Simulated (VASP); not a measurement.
# Ge (P6_3/mmc) in VASP: further runs, part 3 of 3

VASP 6.6.1.

**7. Band structure, LDA**

Input file INCAR:

```
SYSTEM = Ge
ALGO     = Normal         ! electronic algorithm
EDIFF    = 1E-6           ! SCF threshold, eV
ENCUT    = 520            ! plane-wave cutoff, eV
GGA      = CA             ! functional
ISIF     = 2              ! what is computed and relaxed
ISMEAR   = 0              ! smearing method
LASPH    = .TRUE.         ! aspherical terms in the spheres
LCHARG   = .FALSE.        ! write CHGCAR
LREAL    = .FALSE.        ! projectors in reciprocal space
LWAVE    = .FALSE.        ! write WAVECAR
NBANDS   = 36             ! bands
NELM     = 80             ! most SCF steps
PREC     = Accurate       ! precision mode
SIGMA    = 0.03           ! smearing width, eV
```

Input file KPOINTS:

```
k-points
0
G
  12 12 5
  0 0 0
```

Input file POSCAR:

```
Ge                                      
1.0
    3.9959447698      0.0000000000      0.0000000000
   -1.9979723849      3.4605896816      0.0000000000
    0.0000000000      0.0000000000      6.5938748915
  Ge            
     4
Direct
     0.6666666699999979    0.3333333300000021    0.0629066835698244
     0.3333333300000021    0.6666666699999979    0.5629066835698243
     0.6666666699999979    0.3333333300000021    0.4370933164301756
     0.3333333300000021    0.6666666699999979    0.9370933164301757
```

KPOINTS_OPT is that of step 6.

Potentials or basis: VASP PAW LDA potentials, release 64 (Ge_d).

Started as:

```
$ cat potpaw_LDA.64/Ge_d/POTCAR > POTCAR
$ mpirun -np 1 vasp_std > vasp.out
```

OUTCAR:

```text
SYSTEM = Ge
   EDIFF = 1E-6
   ENCUT = 520
   GGA = CA
   ISIF = 2
   ISMEAR = 0
   LASPH = .TRUE.
   LREAL = .FALSE.
   NELM = 80
   PREC = Accurate

 ion  position               nearest neighbor table
   1  0.667  0.333  0.063-   4 2.45   4 2.45   4 2.45   3 2.47
   2  0.333  0.667  0.563-   3 2.45   3 2.45   3 2.45   4 2.47
   3  0.667  0.333  0.437-   2 2.45   2 2.45   2 2.45   1 2.47
   4  0.333  0.667  0.937-   1 2.45   1 2.45   1 2.45   2 2.47

  LATTYP: Found a hexagonal cell.
 ALAT       =     3.9959447698
 C/A-ratio  =     1.6501416489

  Lattice vectors:

 A1 = (   3.9959447698,   0.0000000000,   0.0000000000)
 A2 = (  -1.9979723849,   3.4605896816,   0.0000000000)
 A3 = (   0.0000000000,   0.0000000000,   6.5938748915)

Analysis of symmetry for initial positions (statically):
=====================================================================
 Subroutine PRICEL returns:
 Original cell was already a primitive cell.

 Routine SETGRP: Setting up the symmetry group for a
 hexagonal supercell.
[... 171 lines left out ...]
  free energy    TOTEN  =       -20.70528575 eV

  energy without entropy =      -20.70514078  energy(sigma->0) =      -20.70521327

 E-fermi :   4.6741     XC(G=0): -10.2520

 val. band max:        4.6626872436   @ k =   0.0833  -0.0000   0.0000
 cond. band min:       4.8248818935   @ k =   0.0000   0.0000   0.0000
 fundamental gap:      0.1621946499
 Fermi energy:         4.6741469004

 k-point     1 :       0.0000    0.0000    0.0000
  band No.  band energies     occupation
      1     -20.3129      2.00000
      2     -20.3129      2.00000
      3     -20.2747      2.00000
      4     -20.2746      2.00000
      5     -20.2746      2.00000
      6     -20.2615      2.00000
[... 925 lines left out ...]
     35      11.6835      0.00000
     36      12.1580      0.00000

 [... further k-points ...]

------------------------ aborting loop because EDIFF is reached ----------------------------------------

  FORCE on cell =-STRESS in cart. coord.  units (eV):
  Direction    XX          YY          ZZ          XY          YZ          ZX
  --------------------------------------------------------------------------------------
  -------------------------------------------------------------------------------------
  Total       -0.9628294     -0.9628294     -0.9705672      0.0000000     -0.0000000      0.0000000
  in kB      -16.9180245    -16.9180244    -17.0539863      0.0000000     -0.0000000      0.0000000
  external PRESSURE =     -16.9633451 kB  Pullay stress =       0.0000000 kB

 VOLUME and BASIS-vectors are now :
 -----------------------------------------------------------------------------
  energy-cutoff  :      520.00
  volume of cell :       91.18
      direct lattice vectors                 reciprocal lattice vectors
     3.995944770  0.000000000  0.000000000     0.250253709  0.144484046  0.000000000
    -1.997972385  3.460589682  0.000000000     0.000000000  0.288968093  0.000000000
     0.000000000  0.000000000  6.593874891     0.000000000  0.000000000  0.151655895

 POSITION                                       TOTAL-FORCE (eV/Angst)
 -----------------------------------------------------------------------------------
      1.99797      1.15353      0.41480         0.000000     -0.000000     -0.008230
     -0.00000      2.30706      3.71174        -0.000000      0.000000     -0.008230
      1.99797      1.15353      2.88214         0.000000     -0.000000      0.008230
     -0.00000      2.30706      6.17908        -0.000000      0.000000      0.008230
 -----------------------------------------------------------------------------------
    total drift:                                0.000007     -0.000004      0.000003

  FREE ENERGIE OF THE ION-ELECTRON SYSTEM (eV)
  ---------------------------------------------------
  free  energy   TOTEN  =       -20.7052857536 eV

  energy  without entropy=      -20.7051407768  energy(sigma->0) =      -20.70521327
```

OSZICAR:

```text
N       E                     dE             d eps       ncg     rms          rms(c)
DAV:   1     0.494010193891E+03    0.49401E+03   -0.28369E+04  4788   0.422E+03
DAV:   2     0.644204430163E+02   -0.42959E+03   -0.41880E+03  4104   0.804E+02
[... 33 lines left out ...]
       N       E                     dE             ncg
DAV:   1     0.362347311825E+05   -0.55310E+05     2268
DAV:   2     0.247143795482E+05   -0.11520E+05     1944
DAV:   3     0.225593133785E+05   -0.21551E+04     2136
DAV:   4     0.224426270294E+05   -0.11669E+03     2280
DAV:   5     0.224402463358E+05   -0.23807E+01     2260
DAV:   6     0.224401801259E+05   -0.66210E-01     2284
DAV:   7     0.224401773305E+05   -0.27954E-02     2340
DAV:   8     0.224401771763E+05   -0.15418E-03     2424
DAV:   9     0.224401771689E+05   -0.74283E-05     1956
DAV:  10     0.224401771684E+05   -0.47263E-06     1280
```

Run time: 3.8 min. Hardware: 1 thread of Intel Xeon Platinum 8488C (Sapphire Rapids), shared host; peak memory 0.34 GiB.

What came out:

```yaml
Free_energy: -20.7053 eV
Pressure: -1.7 GPa
Largest_force: 0.008 eV/Å
Band_gap_along_the_path: none (metal or under the smearing width)
```

Forces on the atoms (eV/Å):
```
Ge   0.000  0.000 -0.008
Ge   0.000  0.000 -0.008
Ge   0.000  0.000  0.008
Ge   0.000  0.000  0.008
```

Levels at the corners of the path, in eV from the Fermi level:
| point | band 25 | band 26 | band 27 | band 28 | band 29 | band 30 | band 31 | band 32 |
| --- | --- | --- | --- | --- | --- | --- | --- | --- |
| Γ | -1.45 | -0.15 | -0.13 | -0.13 | 0.15 | 0.15 | 2.27 | 2.27 |
| M | -4.56 | -3.04 | -2.80 | -1.41 | 0.48 | 1.60 | 3.52 | 3.72 |
| M | -4.56 | -3.04 | -2.80 | -1.41 | 0.48 | 1.60 | 3.52 | 3.72 |
| K | -4.97 | -3.44 | -3.44 | -3.17 | 1.43 | 4.53 | 4.53 | 5.06 |
| K | -4.97 | -3.44 | -3.44 | -3.17 | 1.43 | 4.53 | 4.53 | 5.06 |
| Γ | -1.45 | -0.15 | -0.13 | -0.13 | 0.15 | 0.15 | 2.27 | 2.27 |
| Γ | -1.45 | -0.15 | -0.13 | -0.13 | 0.15 | 0.15 | 2.27 | 2.27 |
| A | -0.82 | -0.82 | -0.82 | -0.82 | 0.62 | 0.62 | 3.38 | 3.38 |
| A | -0.82 | -0.82 | -0.82 | -0.82 | 0.62 | 0.62 | 3.38 | 3.38 |
| L | -2.52 | -2.52 | -2.38 | -2.38 | 0.47 | 0.47 | 2.10 | 2.10 |
| L | -2.52 | -2.52 | -2.38 | -2.38 | 0.47 | 0.47 | 2.10 | 2.10 |
| H | -4.27 | -4.27 | -1.99 | -1.99 | 1.22 | 1.22 | 4.09 | 4.09 |
| H | -4.27 | -4.27 | -1.99 | -1.99 | 1.22 | 1.22 | 4.09 | 4.09 |
| A | -0.82 | -0.82 | -0.82 | -0.82 | 0.62 | 0.62 | 3.38 | 3.38 |
| L | -2.52 | -2.52 | -2.38 | -2.38 | 0.47 | 0.47 | 2.10 | 2.10 |
| M | -4.56 | -3.04 | -2.80 | -1.41 | 0.48 | 1.60 | 3.52 | 3.72 |
| K | -4.97 | -3.44 | -3.44 | -3.17 | 1.43 | 4.53 | 4.53 | 5.06 |
| H | -4.27 | -4.27 | -1.99 | -1.99 | 1.22 | 1.22 | 4.09 | 4.09 |

**8. Summary**

| level | potentials or basis | spin | k mesh | gap on the mesh (eV) | pressure (GPa) | largest force (eV/Å) |
| --- | --- | --- | --- | --- | --- | --- |
| PBEsol | VASP PAW PBE potentials, release 64 (Ge_d) | off | 12 × 12 × 5 | - | -0.1 | - |
| PBEsol | VASP PAW PBE potentials, release 64 (Ge_d) | SOC, no magnetisation | 6 × 6 × 3 | - | 0.2 | 0.01 |
| r2SCAN | VASP PAW PBE potentials, release 64 (Ge_d) | off | 12 × 12 × 5 | 0.06 | -0.2 | 0.01 |
| TB-mBJ | VASP PAW PBE potentials, release 64 (Ge_d) | off | 12 × 12 × 5 | 0.34 | - | - |
| TB-mBJ | VASP PAW PBE potentials, release 64 (Ge_d) | SOC, no magnetisation | 6 × 6 × 3 | - | - | - |
| LDA | VASP PAW LDA potentials, release 64 (Ge_d) | off | 12 × 12 × 5 | - | -1.7 | 0.01 |

Alike in all rows: task band structure; cell as given; cutoff (eV) 520; smearing gaussian 0.03 eV.

Caveats: the PAW data sets were made with another functional, which shifts forces and pressure a little (some runs).

Total energies depend on the potentials used, so only differences within one code and one set of settings carry meaning.
